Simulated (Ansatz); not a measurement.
# ZnS (P6_3mc), ideal shear of a crystal plane

Method: Ansatz 0.2.0, DFT r2SCAN, scalar-relativistic, plane waves, PAW. Cutoff 500 eV, Γ-centred 7×7×2 k-points, Gaussian smearing of 0.05 eV. No spin polarisation. Energies are free energies at this smearing, counted from the undisturbed cell; pressure is positive in compression.

The starting cell (as given, not relaxed at this level; it stands at 0.1 GPa):

```yaml
crystal:
  lattice:
    - [-3.81100, 0.00000, 0.00000]
    - [-1.90550, -3.30042, 0.00000]
    - [0.00000, 0.00000, 12.46800]
  atoms:
    - { symbol: Zn, position: [0.33333, 0.33333, 0.65375] }
    - { symbol: Zn, position: [0.33333, 0.33333, 0.15375] }
    - { symbol: Zn, position: [0.66667, 0.66667, 0.90375] }
    - { symbol: Zn, position: [0.66667, 0.66667, 0.40375] }
    - { symbol: S, position: [0.33333, 0.33333, 0.84625] }
    - { symbol: S, position: [0.33333, 0.33333, 0.34625] }
    - { symbol: S, position: [0.66667, 0.66667, 0.09625] }
    - { symbol: S, position: [0.66667, 0.66667, 0.59625] }
```

The cut lies on the cell's a–b face, a (0 0 1) plane (indices in the standard cell, whose axes needn't be the Cartesian ones shown) of area 12.58 Å², between layers 2.40 Å apart. Vector c is tilted by f times 1·a + 0·b (length 3.811 Å) with the atoms' Cartesian places fixed: one unrelaxed fault a cell. The traction is dγ/du, the slope of γ against the slip u in Å. Some rows repeat others by symmetry and weren't run.

```csv
f,γ (mJ/m²),traction (GPa)
0.0000,0,0.0
0.1000,65,3.4
0.2000,259,6.7
0.3000,553,8.3
0.4000,841,6.1
0.5000,965,0.0
0.6000,841,-6.1
0.7000,553,-8.3
0.8000,259,-6.7
0.9000,65,-3.4
```

Read off the first barrier and the stress needed to climb it, and compare with Frenkel's sinusoid.

The first sampled maximum lies at f = 0.500, a slip of 1.91 Å, with γ ≈ 965 mJ/m², which stands in for the unstable fault energy γ_us, and the steepest sampled slope before it is 8.3 GPa. A sinusoid γ = γ_us sin²(πu/λ) with its maximum there has λ = 3.81 Å and a largest slope πγ_us/λ = 8.0 GPa (1 mJ/m² per Å = 0.01 GPa). The stand-in is too high: the stress and forces give a traction of 3.3 GPa across the line at this point, so it is no saddle, and slip that bends off the line crosses lower.

Is there a metastable fault on this line?

Apart from points where γ returns to about zero, no local minimum shows among the samples, so at this sampling the line offers no fault for a dislocation to split on; a fault can still lie off the line.

The cut is rigid; relaxing the faces lowers these energies and usually the stresses. The start isn't at rest at this level: it stands under 0.1 GPa with forces up to 0.32 eV/Å, so these aren't the figures of the relaxed crystal.

Cost: 6 runs of about 7.2 core-minutes in all, on Intel Xeon Platinum 8259CL (Skylake/Cascade Lake) (shared hosts).